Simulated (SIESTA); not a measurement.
Crystal: ZnS (Wurtzite-6H).

```
Zn S
1.0
     3.81200    0.00000    0.00000
    -1.90600    3.30129    0.00000
     0.00000    0.00000   18.68999
Zn S
6 6
Direct
  0.33333 0.66667 0.83333
  0.66667 0.33333 0.33333
  0.66667 0.33333 0.66667
  0.33333 0.66667 0.16667
  0.00000 0.00000 0.50000
  0.00000 0.00000 0.00000
  0.33333 0.66667 0.95833
  0.66667 0.33333 0.45833
  0.66667 0.33333 0.79167
  0.33333 0.66667 0.29167
  0.00000 0.00000 0.62500
  0.00000 0.00000 0.12500
```

Base run:

* Program: SIESTA 5.4.2
* Functional: PBEsol
* Potentials or basis: PseudoDojo 0.4 standard (PBEsol files)
* Basis: DZP (energy shift 0.003 Ry; two zetas on semicore shells)
* Grid cutoff: 800 Ry
* Energy shift: 0.003 Ry
* k mesh: 8 × 8 × 2
* Occupations: fermi-dirac, width 0.05 eV
* Spin: no spin polarisation

Its results: band gap on the k mesh 2.42 eV, direct; pressure -0.7 GPa; largest force 0.026 eV/Å.

Problem. The run is repeated on the same cell with these changes: functional from PBEsol to RPBE; potentials or basis from PseudoDojo 0.4 standard (PBEsol files) to PseudoDojo 0.4 standard (PBE files). What comes out?

Solution. Band gap on the k mesh 2.74 eV, direct; pressure 5.6 GPa; largest force 0.024 eV/Å.

Caveats: short orbitals over semicore shells can move pressures by several GPa; the valence orbitals were made in a potential fitted to the semicore shell under them, which widens gaps by tenths of an eV or more; the cell's inner coordinates are idealised or old, which leaves forces on the atoms; the basis of atomic orbitals isn't converged, which shifts pressures, moduli and gaps; the potentials were made for another functional, which shifts forces and pressure (some runs).
